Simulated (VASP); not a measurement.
The system is SnTe.

```
Te Sn
1.0
     0.00000    3.15085    3.15085
     3.15085    0.00000    3.15085
     3.15085    3.15085    0.00000
Te Sn
1 1
Cartesian
  3.1509 3.1509 3.1509
  0.0000 0.0000 0.0000
```

* Program: VASP 6.6.1
* Task: relaxation of cell and atoms
* Functional: RPBE
* Potentials or basis: VASP PAW PBE potentials, release 64 (Te, Sn_d)
* Cutoff: 600 eV
* k mesh: 7 × 7 × 7
* Occupations: fermi-dirac, width 0.05 eV
* Spin: no spin polarisation

At the start: pressure 3.6 GPa; volume 31.28 Å³/atom.

**Question.** How do energy, volume and symmetry change on relaxing?

**Answer.** Over 3 steps the energy falls by 28.9 meV/atom and the volume is 34.01 Å³/atom (+8.7 %); space group Fm-3m (No. 225, to 0.05 Å).

The path:
```
step  energy change (eV)  largest force (eV/Å)  pressure (GPa)  volume (Å³)
   1              0.0000                0.0000            3.65        62.56
   2             -0.0555                0.0000           -0.61        69.24
   3             -0.0578                0.0000            0.01        68.02
```

Final structure:
```cif
data_structure
_symmetry_space_group_name_H-M 'P 1'
_symmetry_Int_Tables_number 1
_cell_length_a 4.5819
_cell_length_b 4.5819
_cell_length_c 4.5819
_cell_angle_alpha 60.000
_cell_angle_beta 60.000
_cell_angle_gamma 60.000
_cell_volume 68.02
loop_
_atom_site_label
_atom_site_type_symbol
_atom_site_fract_x
_atom_site_fract_y
_atom_site_fract_z
_atom_site_occupancy
Te1 Te 0.50000 0.50000 0.50000 1
Sn1 Sn 0.00000 0.00000 0.00000 1
```

Caveat: the PAW data sets were made with another functional, which shifts forces and pressure a little.
